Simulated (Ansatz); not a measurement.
Runs of Ansatz 0.2.0 on Si2Mo. The structure is hexagonal, space group P6_222 (No. 180). Conventional cell: a = 4.585 Å, b = 4.585 Å, c = 6.580 Å, α = 90.00°, β = 90.00°, γ = 120.00°. Mo (site symmetry 222) is surrounded by 10 Si at 2.57 to 2.67 Å. Si (site symmetry 2) has 5 Si at 2.55 to 2.67 Å and 5 Mo at 2.57 to 2.67 Å as nearest neighbours. Measurements of this composition are mostly on another form, of space group No. 139.

```tsv
task	level	U	cell	k mesh	smearing	hubbard projectors	double counting	points for each segment of the path	gap on the mesh (eV)	pressure (GPa)	largest force (eV/Å)
single point	PBE	-	as given	7 × 7 × 4	gaussian 0.011 eV	-	-	-	0.27	3.5	0.01
single point	PBE	-	as given	5 × 5 × 3	fermi-dirac 0.05 eV	-	-	-	0.62	3.5	0.02
relaxation of cell and atoms	PBEsol+U	Mo d U = 8 eV	relaxed	5 × 5 × 3	fermi-dirac 0.05 eV	ortho-atomic (the default)	fll (the default)	-	(a)	0.0	-
band structure	PBE	-	as given	7 × 7 × 4	fermi-dirac 0.05 eV	-	-	10	0.27	3.5	0.01
```

Alike in all rows: potentials or basis Ansatz PAW; no spin polarisation; cutoff (eV) 420.

Fill in the values left out.

(a) 1.52.

Caveats: odd divisions of the mesh miss points on the zone boundary, where band edges often lie, so the gap on the mesh can be too wide (some runs); the plane-wave basis is chosen anew once the cell has moved, so the energies of steps on either side of that aren't comparable (some runs); the PAW data sets come from PBE, with cores solved anew for the run's functional, which leaves a small shift of forces and pressure (some runs); the U is typed as a test and isn't derived for this compound (some runs); the k mesh misses the band edges, so the gap on the mesh is wider than the one along the path (some runs).

A k mesh can miss the band edges, and the runs leave out spin-orbit coupling on Mo.
